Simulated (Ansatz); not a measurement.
SiC (zincblende), relaxed with r2SCAN in Ansatz 0.2.0. The symmetry is F-43m (No. 216, cubic); a = 4.356 Å in the conventional setting, 10.33 Å³ an atom. Si is surrounded by 4 C at 1.89 Å; C is surrounded by 4 Si at 1.89 Å.

The axes x, y and z are those of this cell:
```yaml
crystal:
  lattice:
    - [0.00000, 2.17805, 2.17805]
    - [2.17805, 0.00000, 2.17805]
    - [2.17805, 2.17805, 0.00000]
  atoms:
    - { symbol: Si, position: [0.00000, 0.00000, 0.00000] }
    - { symbol: C, position: [0.25000, 0.25000, 0.25000] }
```

Unstrained: PBE gives an indirect gap of 1.358 eV, from Γ to X; the least direct gap is 4.547 eV at X. With r2SCAN the valence top lies at Γ and the conduction bottom at X, 1.713 eV higher; the smallest vertical gap, at X, is 5.048 eV. The HSE06 gap is indirect, 2.227 eV (Γ to X), below the direct gap of 5.720 eV at X. Meshes: PBE 10×10×10, r2SCAN 10×10×10, HSE06 8×8×8. Strains are changes of length per length, and xy shears are angles. After each strain the atoms were relaxed again with r2SCAN within the symmetry that the strain leaves, so tilts or polar shifts that break it weren't tested; points keep the names that they have in the unstrained zone. No spin polarisation and no zero-point or thermal motion.

**Question.** One strain changed the r2SCAN stress by xx +16.47, yy +16.47, zz +16.47, xy -8.25, xz -8.25, yz -8.25 GPa (compression positive) and the gap by -0.273 eV (PBE), -0.265 eV (r2SCAN), -0.256 eV (HSE06). Which kind of strain was it, and roughly how large?

**Answer.** Epitaxial -3.45 % in the plane normal to [111], free normal strain +0.69 %. The pattern of the stress gives the kind; the size needs the stiffness, so it is an estimate.

**Question.** One strain changed the r2SCAN stress by xx +0.42, yy +0.42, zz -0.01, xy -10.88 GPa (compression positive) and the gap by -0.289 eV (PBE), -0.300 eV (r2SCAN), -0.289 eV (HSE06). Which kind of strain was it, and roughly how large?

**Answer.** Xy shear, engineering strain (angle) +4.16 %. The pattern of the stress gives the kind; the size needs the stiffness, so it is an estimate.

**Question.** Estimate what isotropic +3.31 % on every length does to the gap.

**Answer.** PBE: the gap goes from 1.358 to 1.441 eV (+0.083 eV). r2SCAN: the gap goes from 1.713 to 1.770 eV (+0.057 eV). HSE06: the gap goes from 2.227 to 2.278 eV (+0.051 eV). The r2SCAN energy rises by 65.5 meV an atom.

The meshes of the hybrids are coarse, so their gaps aren't converged to the digits shown.
